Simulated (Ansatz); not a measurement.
Nudged elastic band run: Si$_{6}$O$_{11}$, charge -2

Input:

```yaml
crystal:
  lattice:
    - [6.91469, -2.438, 0.0]
    - [6.91469, 2.438, 0.0]
    - [-5.536874, 0.0, 6.78569]
  atoms:
    - { symbol: Si, position: [-0.06584969, 1.01559104, 0.74581438] }
    - { symbol: Si, position: [1.02473112, -0.01925482, 0.23638209] }
    - { symbol: Si, position: [0.91089839, 0.44297399, 0.16801786] }
    - { symbol: Si, position: [0.58030892, 0.11347854, 0.32762656] }
    - { symbol: Si, position: [0.11775588, 0.52665306, 0.78885531] }
    - { symbol: Si, position: [0.40363147, 0.89075184, 0.6831192] }
    - { symbol: O, position: [0.21840427, 0.39319936, 0.28553759] }
    - { symbol: O, position: [0.63455646, 0.8060165, 0.23514795] }
    - { symbol: O, position: [0.76275163, 0.64873357, 0.71570699] }
    - { symbol: O, position: [0.30369536, 0.20987729, 0.83726428] }
    - { symbol: O, position: [0.87773838, 0.33045906, 0.93897199] }
    - { symbol: O, position: [0.72411472, 0.17981851, 0.55748506] }
    - { symbol: O, position: [0.15428023, 0.71743713, 0.0491235] }
    - { symbol: O, position: [0.26002792, 0.89283352, 0.44530031] }
    - { symbol: O, position: [0.91970388, 0.28324976, 0.24657097] }
    - { symbol: O, position: [0.7181954, 0.08252756, 0.21437971] }
    - { symbol: O, position: [0.27588216, 0.81537308, 0.72077334] }
total_charge: -2
basis:
  ecutwfc: 420.0
kpoints:
  mp_grid: { grid: [2, 2, 2] }
hamiltonian:
  xc: pbe
  pseudopotentials: { kind: paw, azcp: { folder: soft_1 } }
scf:
  occupations: { method: gaussian, width: 0.02 }
  lower_state_search: "off"
neb:
  images: 5
  f_tol: 0.05
  initial_path: idpp
  max_iterations: 80
  final_atoms:
    - { symbol: Si, position: [0.07097721, 0.93603243, 0.74642475] }
    - { symbol: Si, position: [0.94603469, 0.05354933, 0.25605829] }
    - { symbol: Si, position: [0.9144558, 0.40050015, 0.14414687] }
    - { symbol: Si, position: [0.58114849, 0.07334978, 0.33032349] }
    - { symbol: Si, position: [0.06594774, 0.58300007, 0.86608717] }
    - { symbol: Si, position: [0.45730363, 0.90138463, 0.64174778] }
    - { symbol: O, position: [0.22127115, 0.33567737, 0.31602163] }
    - { symbol: O, position: [0.64406374, 0.76176577, 0.1834464] }
    - { symbol: O, position: [1.13770426, 0.7110654, 0.800486] }
    - { symbol: O, position: [0.38551637, 0.21764094, 0.83017724] }
    - { symbol: O, position: [0.95969101, 0.25111157, 0.9286393] }
    - { symbol: O, position: [0.77147678, 0.05116154, 0.55394065] }
    - { symbol: O, position: [0.16716111, 0.71989689, 0.12677665] }
    - { symbol: O, position: [0.08475669, 1.12474045, 0.48775102] }
    - { symbol: O, position: [0.81501467, 0.28906107, 0.16631541] }
    - { symbol: O, position: [0.64626353, 0.13935034, 0.23127765] }
    - { symbol: O, position: [0.34921241, 0.80471154, 0.70777948] }
  order_check: true
```

Run as:

```bash
$ ansatz run input.yaml --threads 1 --pin off --max-ram 3072MiB --backend cpu --events-out ev --progress --plain --runs-dir out
```

Output, in part (warnings, iteration lines):

```
NEB end point (image 0): max|allowed force component| = 2.491e-2 eV/Å (the criterion of neb.relax_end_points is 1.000e-2)
NEB end point (image 6): max|allowed force component| = 1.464e-2 eV/Å (the criterion of neb.relax_end_points is 1.000e-2)
NEB iter   1: max|band force component| = 4.422e0 eV/Å  barrier→ = 5.1834 eV  barrier← = 4.9426 eV  Δτ_max = 0.1921 Å  (88 SCF iters)
NEB iter   2: max|band force component| = 3.162e0 eV/Å  barrier→ = 4.4052 eV  barrier← = 4.1644 eV  Δτ_max = 0.2000 Å  (53 SCF iters)
NEB iter   3: max|band force component| = 6.974e0 eV/Å  barrier→ = 3.5337 eV  barrier← = 3.2928 eV  Δτ_max = 0.1007 Å  (53 SCF iters)
NEB iter   4: max|band force component| = 2.256e0 eV/Å  barrier→ = 2.9161 eV  barrier← = 2.6752 eV  Δτ_max = 0.1974 Å  (49 SCF iters)
NEB iter   5: max|band force component| = 1.800e0 eV/Å  barrier→ = 2.1206 eV  barrier← = 1.8797 eV  Δτ_max = 0.1979 Å  (43 SCF iters)
NEB iter   6: max|band force component| = 1.795e0 eV/Å  barrier→ = 2.1078 eV  barrier← = 1.8670 eV  Δτ_max = 0.2000 Å  (46 SCF iters)
NEB iter   7: max|band force component| = 9.447e-1 eV/Å  barrier→ = 1.9307 eV  barrier← = 1.6898 eV  Δτ_max = 0.1549 Å  (45 SCF iters)
NEB iter   8: max|band force component| = 7.745e-1 eV/Å  barrier→ = 1.7786 eV  barrier← = 1.5378 eV  Δτ_max = 0.1963 Å  (45 SCF iters)
[... lines left out ...]
NEB iter  80: max|band force component| = 5.810e-1 eV/Å  barrier→ = 1.2580 eV  barrier← = 1.0171 eV  CI = image 1  Δτ_max = 0.1604 Å  (38 SCF iters)
Error: NEB band did not converge after 80 iterations: max|band force component| = 5.81e-1 eV/Å (threshold 5.0e-2); raise `neb.max_iterations` in a new run, which can start from the last band evaluated (`neb.initial_path`, with `crystal.atoms` and `neb.final_atoms` set to its first and last images), …
```

It did not converge within its limit. The band didn't meet its force threshold, so its energies are provisional: the largest band force was still 0.58 eV/Å, and over the last iterations the top moved between 1.26 and 1.29 eV. Neighbouring images lie up to 3.5 Å apart, so the band is torn or far too coarse. Inner images lie below an end point, which means an intermediate or an end that isn't the lowest structure nearby. Limits of this set-up: coarse k mesh, charged cell in a uniform background, uncorrected.

Final band (atoms are numbered from 1 in the order of the input):

| image | path coordinate (Å) | energy (eV) | Si6–O9 (Å) | Si1–O9 (Å) |
| --- | --- | --- | --- | --- |
| 0 | 0.00 | 0.00 | 1.61 | 3.59 |
| 1 | 3.47 | 1.26 | 3.67 | 1.61 |
| 2 | 4.93 | 0.91 | 3.56 | 1.71 |
| 3 | 6.37 | 0.19 | 3.63 | 1.71 |
| 4 | 7.80 | 0.43 | 3.82 | 1.72 |
| 5 | 9.24 | 0.51 | 3.58 | 1.61 |
| 6 | 10.68 | 0.24 | 3.46 | 1.61 |

Time of the run: 18 min on 1 thread of AMD EPYC 9R45 96-Core Processor (Zen 5) (shared host), peak memory 0.81 GiB.
